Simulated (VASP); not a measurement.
The system is BaTiO3.

```
Ba Ti O
1.0
     4.00600    0.00000    0.00000
     0.00000    4.00600    0.00000
     0.00000    0.00000    4.00600
Ba Ti O
1 1 3
Cartesian
  2.0030 2.0030 2.0030
  0.0000 0.0000 0.0000
  0.0000 0.0000 2.0030
  0.0000 2.0030 0.0000
  2.0030 0.0000 0.0000
```

```yaml
Program: VASP 6.6.1
Task: single point
Functional: LDA
Potentials_or_basis: VASP PAW LDA potentials, release 64 (Ba_sv, Ti_sv, O)
Cutoff: 900 eV
k_mesh: 8 × 8 × 8
Occupations: gaussian, width 0.05 eV
Spin: no spin polarisation
```

On this cell: pressure -7.2 GPa; largest force zero by symmetry; band gap on the k mesh 1.65 eV, indirect (least direct gap 1.80 eV).

The same run follows on a disturbed copy (grid = ENCUT=900 k=8x8x8 ISMEAR=0 SIGMA=0.05 PREC=Accurate EDIFF=1e-08 LREAL=False ADDGRID=False LASPH=True; atoms moved at random, drawn with an rms of 0.1 Å):

```
CELL_PARAMETERS angstrom
4.00600 0.00000 0.00000
0.00000 4.00600 0.00000
0.00000 0.00000 4.00600
ATOMIC_POSITIONS crystal
Ba 0.47011 0.50316 0.50570
Ti 0.97979 0.00164 0.97955
O 0.97298 0.98114 0.50973
O 0.99963 0.49714 0.99433
O 0.49587 0.99120 0.00644
```

Q: What does the disturbed cell give?

A: The energy moves by +7.0 meV/atom; pressure -5.8 GPa; largest force 0.547 eV/Å; band gap on the k mesh 1.82 eV, indirect (least direct gap 2.10 eV).

Forces in eV/Å, atoms in the order of the input:
```
Ba   0.356 -0.144 -0.372
Ti  -0.417  0.007  0.039
O    0.351  0.388  0.159
O   -0.165 -0.447  0.205
O   -0.126  0.197 -0.032
```

Stress tensor (GPa, compression positive):
```
-6.07 -0.23 -0.36
-0.23 -6.68 -0.29
-0.36 -0.29 -4.60
```

Caveats: spin-orbit coupling is left out, which moves the levels of the heavy elements.

A k mesh can miss the band edges.
